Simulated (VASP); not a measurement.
**Si (a cell with a defect): single point with PBE**

Crystal: Si (a cell with a defect).

```
CELL_PARAMETERS angstrom
0.00000 5.43000 5.43000
5.43000 0.00000 5.43000
5.43000 5.43000 0.00000
ATOMIC_POSITIONS crystal
Si 0.01451 0.96668 0.00490
Si 0.14117 0.12064 0.11787
Si 0.00954 0.00092 0.48881
Si 0.13052 0.10724 0.63214
Si 0.01451 0.51425 0.00484
Si 0.10215 0.60200 0.19415
Si 0.97431 0.47395 0.57790
Si 0.13051 0.63028 0.63208
Si 0.51300 0.01266 0.96201
Si 0.62083 0.12059 0.11803
Si 0.50116 0.00077 0.48892
Si 0.63776 0.13758 0.58726
Si 0.46680 0.51423 0.00508
Si 0.62085 0.64086 0.11800
Si 0.50116 0.50934 0.48892
Si 0.60755 0.63014 0.63236
Si 0.82703 0.32685 0.01953
```

The cell was built by a generator and needn't be a form met in nature.

```yaml
Program: VASP 6.6.1
Task: single point
Functional: PBE
Potentials_or_basis: VASP PAW PBE potentials, release 64 (Si)
Cutoff: 520 eV
k_mesh: 2 × 2 × 2
Occupations: gaussian, width 0.02 eV
Spin: no spin polarisation
Dipole_correction: no
Further_INCAR_settings: LREAL = Auto; ALGO = Fast; EDIFF = 1e-07; NBANDS = 48
```

| Item | Value |
| --- | --- |
| Pressure | 4.6 GPa |
| Largest force | 0.054 eV/Å |
| Band gap on the k mesh | 0.07 eV, indirect (least direct gap 0.46 eV) |

Forces on the atoms (eV/Å):
```
Si  -0.013  0.010 -0.014
Si   0.004  0.005 -0.003
Si   0.007 -0.020 -0.007
Si   0.012  0.002 -0.002
Si   0.013  0.012  0.012
Si  -0.031 -0.033  0.028
Si   0.008  0.007 -0.006
Si   0.003  0.003 -0.011
Si   0.013  0.012 -0.015
Si   0.000  0.002 -0.003
Si   0.010  0.008  0.021
Si  -0.011 -0.010  0.012
Si   0.009 -0.011 -0.011
Si   0.004  0.003  0.000
Si  -0.020  0.007 -0.009
Si  -0.001  0.009  0.000
Si  -0.008 -0.006  0.009
```

Stress tensor (GPa, compression positive):
```
 4.56 -0.28  0.28
-0.28  4.56  0.28
 0.28  0.28  4.56
```

Levels at points of the mesh, in eV from the valence-band top:
```
           k point  band 32  band 33  band 34  band 35  band 36  band 37
(0.00, 0.00, 0.00)    -0.60    -0.60    -0.39     0.07     0.07     0.38
(0.50, 0.00, 0.00)    -1.26    -0.76    -0.14     0.33     0.76     1.03
(0.00, 0.50, 0.00)    -1.26    -0.76    -0.14     0.34     0.76     1.03
(0.00, 0.00, 0.50)    -1.18    -1.18    -0.08     0.50     0.50     1.32
(0.50, 0.50, 0.50)    -1.26    -0.76    -0.14     0.34     0.76     1.03
(0.50, 0.50, 0.00)    -1.62    -0.53     0.00     0.54     1.47     1.59
(0.00, 0.50, 0.50)    -1.62    -0.53     0.00     0.54     1.48     1.59
(0.50, 0.00, 0.50)    -1.62    -0.52     0.00     0.54     1.48     1.59
```

Wall time 2.9 min on 1 thread of AMD EPYC 9R45 96-Core Processor (Zen 5), on a shared host, peak memory 0.45 GiB.

Caveat: the k mesh is coarse (spacing up to 0.50 Å⁻¹), so the values aren't converged. Expect the measured gap to be larger: semilocal functionals such as PBE lack the derivative discontinuity.
